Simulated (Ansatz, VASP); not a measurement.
Given: the input of a run of VASP 6.6.1 on NiO. 

File INCAR:

```
SYSTEM = NiO
  PREC = Accurate
  ENCUT = 600
  EDIFF = 1E-6
  ISMEAR = -1
  SIGMA = 0.05
  LREAL = .FALSE.
  LASPH = .TRUE.
  NELM = 150
  ALGO = Normal
  ISIF = 3
  LWAVE = .FALSE.
  LCHARG = .FALSE.
  ISPIN = 2
  MAGMOM = 1 0
  LORBIT = 11
  LMAXMIX = 4
  GGA = RP
  IBRION = 2
  NSW = 60
  EDIFFG = -0.02
```

File KPOINTS:

```
regular mesh
0
G
  11 11 11
  0 0 0
```

Contents of POSCAR:

```
NiO
1.0
    0.0000000000      2.0859016414      2.0859016414
    2.0859016414      0.0000000000      2.0859016414
    2.0859016414      2.0859016414      0.0000000000
Ni O
1 1
Direct
    0.0000000000      0.0000000000      0.0000000000
    0.5000000000      0.5000000000      0.5000000000
```

Potentials or basis: VASP PAW PBE potentials, release 64 (Ni, O).

Command:

```sh
$ cat potpaw_PBE.64/Ni/POTCAR potpaw_PBE.64/O/POTCAR > POTCAR
$ mpirun -np 1 vasp_std > vasp.out
```

Problem. Set up the same calculation for Ansatz 0.2.0. Potentials or basis there: Ansatz PAW, cutoff 420 eV.

Solution. As run (cutoffs and basis follow the program's own potentials, and thresholds, step limits or extra output files can differ):

The input input.yaml:

```yaml
crystal:
  lattice:
    - [0.0, 2.0859016414, 2.0859016414]
    - [2.0859016414, 0.0, 2.0859016414]
    - [2.0859016414, 2.0859016414, 0.0]
  atoms:
    - { symbol: Ni, position: [0.0, 0.0, 0.0], spin: 1.0 }
    - { symbol: O, position: [0.5, 0.5, 0.5] }
hamiltonian:
  xc: rpbe
  pseudopotentials: { kind: paw }
magnetization:
  spin_polarized: true
kpoints:
  mp_grid: { grid: [11, 11, 11] }
scf:
  occupations: { method: fermi_dirac, width: 0.05 }
output:
  forces: true
  stress: true
relax:
  f_tol: 0.01
  max_steps: 40
  cell: { stress_tol: 0.05 }
```

Potentials or basis: Ansatz PAW.

Command:

```console
$ ansatz run input.yaml --threads 2 --pin off --max-ram 5632MiB --backend cpu --events-out ev --progress --plain --runs-dir out
```

Both were run:

|  | VASP | Ansatz |
| --- | --- | --- |
| Relaxed volume | 9.74 Å³/atom | 9.76 Å³/atom |
| Relaxed cell | a = 3.020 Å, b = 3.020 Å, c = 3.020 Å, α = 60.00°, β = 60.00°, γ = 60.00° | a = 3.022 Å, b = 3.022 Å, c = 3.022 Å, α = 60.00°, β = 60.00°, γ = 60.00° |
| Space group after relaxing | Fm-3m (No. 225) | Fm-3m (No. 225) |
| Pressure after relaxing | 0.1 GPa | 0.0 GPa |
| Net moment | 1.91 μB per cell | 1.93 μB per cell |

Ansatz's pressure holds a Pulay term of +0.65 GPa for its cutoff of 420 eV, which the other run lacks.

The potentials hold 16 and 24 valence electrons a cell.

VASP's potentials were made for PBE. Ansatz's potentials were made for PBE.

Where Ansatz's input types no cutoff or centring, it takes its own default and a Γ-centred mesh.

The magnetic state is the one that the start led to; the real crystal's order can differ.

Pressure is positive in compression.
